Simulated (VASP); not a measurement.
Wanted: the native input for a VASP 6.6.1 run.

```
Task                   : single point
Functional             : PBEsol
Potentials or basis    : VASP PAW PBE potentials, release 64 (Mo_sv, S)
Cutoff                 : 520 eV
k mesh                 : 6 × 6 × 2
Occupations            : gaussian, width 0.05 eV
Spin                   : collinear spin, antiferromagnetic start
Starting moments       : [1.0, -1.0, 0.0, 0.0, 0.0, 0.0] μB
Hubbard terms          : Mo d U = 3 eV
Supercell matrix       : [1, 0, 0, 0, 1, 0, 0, 0, 2]
Further INCAR settings : ALGO = Fast; EDIFF = 1e-06
```

The structure of MoS2 lies in POSCAR:

```
MoS2
1.0
    3.1479925200     -1.9297820300      0.0000000000
    3.1479925200      1.9297820300      0.0000000000
   -0.0061984800      0.0000000000      8.8786591800
Mo S
2 4
Direct
    0.0000000000      0.0000000000      0.0000000000
    0.0000000000      0.0000000000      0.5000000000
    0.6879000000      0.6879000000      0.1444500000
    0.6879000000      0.6879000000      0.6444500000
    0.3121000000      0.3121000000      0.3555500000
    0.3121000000      0.3121000000      0.8555500000
```

The cell comes from a database or a generator and needn't be the stable form of this composition.

One way to write it, as run:

INCAR

```
SYSTEM = MoS2
PREC = Accurate ; ENCUT = 520
EDIFF = 1E-6 ; ISMEAR = 0
SIGMA = 0.05 ; LREAL = .False.
LASPH = .True. ; NELM = 60
ALGO = Fast ; ISIF = 2
LWAVE = .False. ; LCHARG = .False.
ISPIN = 2 ; MAGMOM = 1 -1 0 0 0 0
LORBIT = 11 ; LMAXMIX = 4
LDAU = .True. ; LDAUTYPE = 2
LDAUL = 2 -1 ; LDAUU = 3 0
LDAUJ = 0 0 ; LDAUPRINT = 1
GGA = PS
```

KPOINTS

```
regular mesh
0
Gamma
  6 6 2
  0 0 0
```

Potentials or basis: VASP PAW PBE potentials, release 64 (Mo_sv, S).

The run is started by

```bash
$ cat potpaw_PBE.64/Mo_sv/POTCAR potpaw_PBE.64/S/POTCAR > POTCAR
$ mpirun -np 1 vasp_std > vasp.out
```

Results of the run:

```yaml
Pressure: 1.2 GPa
Largest_force: 1.477 eV/Å
Band_gap_on_the_k_mesh: none (metal or under the smearing width)
Net_moment: 0.00 μB per cell
Site_moments: Mo +2.25, -2.25; S -0.10, +0.10 μB
Valence_electrons_inside_the_program's_atomic_spheres: Mo 12.19; S 3.67
```

Caveat: the PAW data sets were made with another functional, which shifts forces and pressure a little.

Run time: 6.9 min on 1 thread of AMD EPYC 7R43 64-Core Processor (Zen 3), on a shared host, peak memory 0.29 GiB.
